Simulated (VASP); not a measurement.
# C (P6_3/mmc) in VASP: notebook

One crystal, C, is run at these levels: PBE; tasks: relaxation of cell and atoms.

All numbers are computed with VASP 6.6.1; they aren't measurements. Logs are shortened: lines on timing, memory, paths and dates and some standing lists are left out, and cuts for length are marked.

## (1) The structure

The structure is hexagonal, space group P6_3/mmc (No. 194). The conventional cell has a = 2.467 Å, b = 2.467 Å, c = 7.803 Å, α = 90.00°, β = 90.00°, γ = 120.00°. Around C (site symmetry -6m2) lie 3 C at 1.42 Å. C (site symmetry -6m2) is surrounded by 3 C at 1.42 Å.

## (2) Relaxation of cell and atoms, PBE

Input file INCAR:

```
SYSTEM = C
  PREC = Accurate
  ENCUT = 520
  EDIFF = 1E-7
  ISMEAR = 0
  SIGMA = 0.02
  LREAL = .FALSE.
  LASPH = .TRUE.
  NELM = 80
  ALGO = Normal
  ISIF = 3
  LWAVE = .FALSE.
  LCHARG = .FALSE.
  GGA = PE
  IBRION = 2
  NSW = 80
  EDIFFG = -0.002
```

Input file KPOINTS:

```
Automatic mesh
0
G
  15 15 4
  0 0 0
```

Input file POSCAR:

```
C
1.0
    2.4672912600      0.0000000000      0.0000000000
   -1.2336456300      2.1367369100      0.0000000000
    0.0000000000      0.0000000000      7.8030730000
C
4
Direct
    0.0000000000      0.0000000000      0.2500000000
    0.0000000000      0.0000000000      0.7500000000
    0.3333333300      0.6666666700      0.2500000000
    0.6666666700      0.3333333300      0.7500000000
```

Potentials or basis: VASP PAW PBE potentials, release 64 (C).

On the command line:

```
cat potpaw_PBE.64/C/POTCAR > POTCAR
mpirun -np 1 vasp_std > vasp.out
```

OUTCAR:

```text
SYSTEM = C
   PREC = Accurate
   ENCUT = 520
   EDIFF = 1E-7
   ISMEAR = 0
   LREAL = .FALSE.
   LASPH = .TRUE.
   NELM = 80
   ISIF = 3
   GGA = PE
   IBRION = 2
   NSW = 80
   EDIFFG = -0.002

 ion  position               nearest neighbor table
   1  0.000  0.000  0.250-   3 1.42   3 1.42   3 1.42
   2  0.000  0.000  0.750-   4 1.42   4 1.42   4 1.42
   3  0.333  0.667  0.250-   1 1.42   1 1.42   1 1.42
   4  0.667  0.333  0.750-   2 1.42   2 1.42   2 1.42

  LATTYP: Found a hexagonal cell.
 ALAT       =     2.4672912600
 C/A-ratio  =     3.1626071581

  Lattice vectors:

 A1 = (   2.4672912600,   0.0000000000,   0.0000000000)
 A2 = (  -1.2336456300,   2.1367369100,   0.0000000000)
 A3 = (   0.0000000000,   0.0000000000,   7.8030730000)

Analysis of symmetry for initial positions (statically):
=====================================================================
 Subroutine PRICEL returns:
 Original cell was already a primitive cell.

 Routine SETGRP: Setting up the symmetry group for a
 hexagonal supercell.

 Subroutine GETGRP returns: Found 24 space group operations
 (whereof 12 operations were pure point group operations)
 out of a pool of 24 trial point group operations.

The static configuration has the point symmetry D_3d.
 The point group associated with its full space group is D_6h.

Analysis of symmetry for dynamics (positions and initial velocities):
=====================================================================
 Subroutine PRICEL returns:
 Original cell was already a primitive cell.

 Routine SETGRP: Setting up the symmetry group for a
 hexagonal supercell.

 Subroutine GETGRP returns: Found 24 space group operations
 (whereof 12 operations were pure point group operations)
 out of a pool of 24 trial point group operations.

The dynamic configuration has the point symmetry D_3d.
 The point group associated with its full space group is D_6h.

 Subroutine INISYM returns: Found 24 space group operations
 (whereof 12 operations are pure point group operations),
 and found     1 'primitive' translations

----------------------------------------------------------------------------------------

                                     Primitive cell

  volume of cell :      41.1374

  direct lattice vectors                    reciprocal lattice vectors
[... 119 lines left out ...]
   IVDW    =     0    specifies the selected vdW correction
   LEPSILON=     F    determine dielectric tensor
   LRPA    =     F    only Hartree local field effects (RPA)
 conjugate gradient relaxation of ions
 non-spin polarized calculation
 Gauss-broadening in eV      SIGMA  =   0.02
  energy-cutoff  :      520.00
  volume of cell :       41.14
 maximum number of plane-waves:      1128
   NGX =  9   NGY =  9   NGZ = 29

--------------------------------------- Ionic step        1  -------------------------------------------

 number of electron      15.9999994 magnetization

 Free energy of the ion-electron system (eV)
  ---------------------------------------------------
  ext. energy  EPLUGINS =         0.00000000
  ---------------------------------------------------
  free energy    TOTEN  =       -36.89665032 eV

  energy without entropy =      -36.89640115  energy(sigma->0) =      -36.89652573

------------------------ aborting loop because EDIFF is reached ----------------------------------------

  FORCE on cell =-STRESS in cart. coord.  units (eV):
  Direction    XX          YY          ZZ          XY          YZ          ZX
  --------------------------------------------------------------------------------------
  -------------------------------------------------------------------------------------
  Total        0.0628862      0.0628862      0.0869413      0.0000000      0.0000000      0.0000000
  in kB        2.4492240      2.4492240      3.3860978      0.0000000      0.0000000      0.0000000
  external PRESSURE =       2.7615153 kB  Pullay stress =       0.0000000 kB
[... 95 lines left out ...]
  FREE ENERGIE OF THE ION-ELECTRON SYSTEM (eV)
  ---------------------------------------------------
  free  energy   TOTEN  =       -36.8967040274 eV

  energy  without entropy=      -36.8964548463  energy(sigma->0) =      -36.89657944

[... ionic steps 4 to 7 ...]

--------------------------------------- Ionic step        8  -------------------------------------------

 number of electron      15.9999994 magnetization

------------------------ aborting loop because EDIFF is reached ----------------------------------------
[... 71 lines left out ...]
--------------------------------------- Ionic step       10  -------------------------------------------

 number of electron      15.9999995 magnetization

 Free energy of the ion-electron system (eV)
  ---------------------------------------------------
  ext. energy  EPLUGINS =         0.00000000
  ---------------------------------------------------
  free energy    TOTEN  =       -36.89885381 eV

  energy without entropy =      -36.89860352  energy(sigma->0) =      -36.89872866

 E-fermi :   3.0545     XC(G=0):  -8.9613

 val. band max:        3.0539758231   @ k =   0.3333   0.3333   0.5000
 cond. band min:       3.0545622441   @ k =   0.3333   0.3333   0.2500
 fundamental gap:      0.0005864209
 Fermi energy:         3.0545236121

 k-point     1 :       0.0000    0.0000    0.0000
  band No.  band energies     occupation
      1     -16.4703      2.00000
      2     -16.4184      2.00000
      3      -4.8446      2.00000
      4      -4.2243      2.00000
      5       0.0113      2.00000
      6       0.0113      2.00000
      7       0.0132      2.00000
      8       0.0132      2.00000
      9       6.2602      0.00000
     10       9.9323      0.00000
     11      11.3454      0.00000
     12      11.3455      0.00000
[... 331 lines left out ...]
 k-point    24 :       0.4000    0.2000    0.0000
  band No.  band energies     occupation
      1     -10.6156      2.00000
      2     -10.5995      2.00000
      3      -9.6177      2.00000
      4      -9.6067      2.00000
      5      -5.7836      2.00000
      6      -5.7692      2.00000
      7       1.4582      2.00000
      8       1.6449      2.00000
      9       4.3182      0.00000
     10       4.4070      0.00000
     11      13.7226      0.00000
     12      13.9444      0.00000

 [... further k-points ...]
[... 5 lines left out ...]
  --------------------------------------------------------------------------------------
  -------------------------------------------------------------------------------------
  Total        0.0034100      0.0034100     -0.0030439      0.0000000     -0.0000000      0.0000000
  in kB        0.1261933      0.1261933     -0.1126441      0.0000000     -0.0000000      0.0000000
  external PRESSURE =       0.0465808 kB  Pullay stress =       0.0000000 kB
[... 19 lines left out ...]
  FREE ENERGIE OF THE ION-ELECTRON SYSTEM (eV)
  ---------------------------------------------------
  free  energy   TOTEN  =       -36.8988538112 eV

  energy  without entropy=      -36.8986035157  energy(sigma->0) =      -36.89872866

 reached required accuracy - stopping structural energy minimisation
```

CONTCAR:

```text
C
   1.00000000000000
     2.4679478610506362    0.0000000000000000    0.0000000000000000
    -1.2339739305253181    2.1373055431902359   -0.0000000000000000
    -0.0000000000000000    0.0000000000000000    8.2078267801426588
  C
     4
Direct
     0.0000000000000000    0.0000000000000000    0.2500000000000000
     0.0000000000000000    0.0000000000000000    0.7500000000000000
     0.3333333300000021    0.6666666699999979    0.2500000000000000
     0.6666666699999979    0.3333333300000021    0.7500000000000000

  0.00000000E+00  0.00000000E+00  0.00000000E+00
  0.00000000E+00  0.00000000E+00  0.00000000E+00
  0.00000000E+00  0.00000000E+00  0.00000000E+00
  0.00000000E+00  0.00000000E+00  0.00000000E+00
```

Wall time 93 s (1 thread of Intel Xeon 6975P-C (Granite Rapids), shared host); peak memory 0.16 GiB.

What came out:

| Item | Value |
| --- | --- |
| Free energy | -36.8989 eV |
| Relaxed volume | 10.82 Å³/atom |
| Relaxed cell | a = 2.468 Å, b = 2.468 Å, c = 8.208 Å, α = 90.00°, β = 90.00°, γ = 120.00° |
| Space group after relaxing (to 0.05 Å) | P6_3/mmc (No. 194) |
| Energy gained by relaxing | 0.6 meV/atom |
| Ionic steps | 10 |
| Pressure after relaxing | 0.0 GPa |
| Band gap on the k mesh | none (metal or under the smearing width) |

The path:
| step | energy change (eV) | largest force (eV/Å) | pressure (GPa) | volume (Å³) |
| --- | --- | --- | --- | --- |
| 1 | 0.0000 | 0.0000 | 0.28 | 41.14 |
| 2 | 0.0000 | 0.0000 | -0.26 | 41.24 |
| 3 | -0.0001 | 0.0000 | -0.04 | 41.20 |
| 4 | -0.0001 | 0.0000 | -0.04 | 41.24 |
| 5 | -0.0004 | 0.0000 | 0.00 | 41.37 |
| 6 | -0.0009 | 0.0000 | 0.05 | 41.63 |
| 7 | -0.0016 | 0.0000 | 0.15 | 42.14 |
| 8 | -0.0021 | 0.0000 | 0.32 | 43.16 |
| 9 | -0.0022 | 0.0000 | -0.07 | 43.33 |
| 10 | -0.0022 | 0.0000 | 0.00 | 43.29 |

Final structure:
```yaml
crystal:
  lattice:
    - [2.46795, 0.00000, 0.00000]
    - [-1.23397, 2.13731, 0.00000]
    - [0.00000, 0.00000, 8.20783]
  atoms:
    - { symbol: C, position: [0.00000, 0.00000, 0.25000] }
    - { symbol: C, position: [0.00000, 0.00000, 0.75000] }
    - { symbol: C, position: [0.33333, 0.66667, 0.25000] }
    - { symbol: C, position: [0.66667, 0.33333, 0.75000] }
```

Levels at points of the mesh, in eV from the Fermi level:
```
           k point  band 5  band 6  band 7  band 8  band 9  band 10  band 11  band 12
(0.00, 0.00, 0.00)   -3.04   -3.04   -3.04   -3.04    3.21     6.88     8.29     8.29
(0.00, 0.00, 0.50)   -3.04   -3.04   -3.04   -3.04    4.63     4.63     8.29     8.29
```

Caveat: this functional lacks dispersion, which binds the layers, so the pressure and a relaxed spacing across them are unreliable.

## (3) Relaxation of cell and atoms, PBE

This run uses another cell than the first one, of 10.82 Å³/atom, 1.052 times its volume.

INCAR is that of step 2.

KPOINTS is that of step 2.

Input file POSCAR:

```
C                                       
1.0
    2.4679478611      0.0000000000      0.0000000000
   -1.2339739305      2.1373055432     -0.0000000000
   -0.0000000000      0.0000000000      8.2078267801
  C             
     4
Direct
     0.0000000000000000    0.0000000000000000    0.2500000000000000
     0.0000000000000000    0.0000000000000000    0.7500000000000000
     0.3333333300000021    0.6666666699999979    0.2500000000000000
     0.6666666699999979    0.3333333300000021    0.7500000000000000
```

Potentials or basis: VASP PAW PBE potentials, release 64 (C).

On the command line:

```
cat potpaw_PBE.64/C/POTCAR > POTCAR
mpirun -np 1 vasp_std > vasp.out
```

It took 2.2 min on 1 thread of Intel Xeon 6975P-C (Granite Rapids), shared host; peak memory 0.17 GiB.

The run converged. Its results:

```
Free energy                            : -36.9004 eV
Relaxed volume                         : 11.01 Å³/atom
Relaxed cell                           : a = 2.468 Å, b = 2.468 Å, c = 8.350 Å, α = 90.00°, β = 90.00°, γ = 120.00°
Space group after relaxing (to 0.05 Å) : P6_3/mmc (No. 194)
Energy gained by relaxing              : 0.0 meV/atom
Ionic steps                            : 20
Pressure after relaxing                : 0.0 GPa
Band gap on the k mesh                 : none (metal or under the smearing width)
```

Step by step:
| step | energy change (eV) | largest force (eV/Å) | pressure (GPa) | volume (Å³) |
| --- | --- | --- | --- | --- |
| 1 | 0.0000 | 0.0000 | 0.02 | 43.29 |
| 2 | 0.0000 | 0.0000 | 0.02 | 43.30 |
| 3 | 0.0000 | 0.0000 | 0.06 | 43.32 |
| 4 | 0.0000 | 0.0000 | 0.13 | 43.36 |
| 5 | 0.0000 | 0.0000 | 0.26 | 43.45 |
| 6 | 0.0000 | 0.0000 | 0.21 | 43.42 |
| 7 | 0.0000 | 0.0000 | 0.21 | 43.42 |
| 8 | 0.0000 | 0.0000 | 0.21 | 43.42 |
| 9 | 0.0000 | 0.0000 | 0.21 | 43.42 |
| 10 | 0.0000 | 0.0000 | 0.20 | 43.43 |
| 11 | 0.0000 | 0.0000 | 0.19 | 43.45 |
| 12 | 0.0000 | 0.0000 | 0.19 | 43.49 |
| 13 | -0.0001 | 0.0000 | 0.16 | 43.57 |
| 14 | -0.0001 | 0.0000 | 0.13 | 43.72 |
| 15 | -0.0001 | 0.0000 | 0.04 | 44.03 |
| 16 | -0.0001 | 0.0000 | 0.03 | 44.08 |
| 17 | -0.0001 | 0.0000 | 0.04 | 44.06 |
| 18 | -0.0001 | 0.0000 | 0.02 | 44.04 |
| 19 | -0.0001 | 0.0000 | 0.02 | 44.05 |
| 20 | -0.0001 | 0.0000 | 0.02 | 44.05 |

Final structure:
```
C
1.0
     2.46792    0.00000    0.00000
    -1.23396    2.13728    0.00000
     0.00000    0.00000    8.35045
C
4
Direct
  0.00000 0.00000 0.25000
  0.00000 0.00000 0.75000
  0.33333 0.66667 0.25000
  0.66667 0.33333 0.75000
```

Levels at points of the mesh, in eV from the Fermi level:
```tsv
k point	band 5	band 6	band 7	band 8	band 9	band 10	band 11	band 12
(0.00, 0.00, 0.00)	-3.04	-3.04	-3.04	-3.04	3.15	6.66	8.29	8.29
(0.00, 0.00, 0.50)	-3.04	-3.04	-3.04	-3.04	4.50	4.50	8.29	8.29
```

Caveat: this functional lacks dispersion, which binds the layers, so the pressure and a relaxed spacing across them are unreliable.
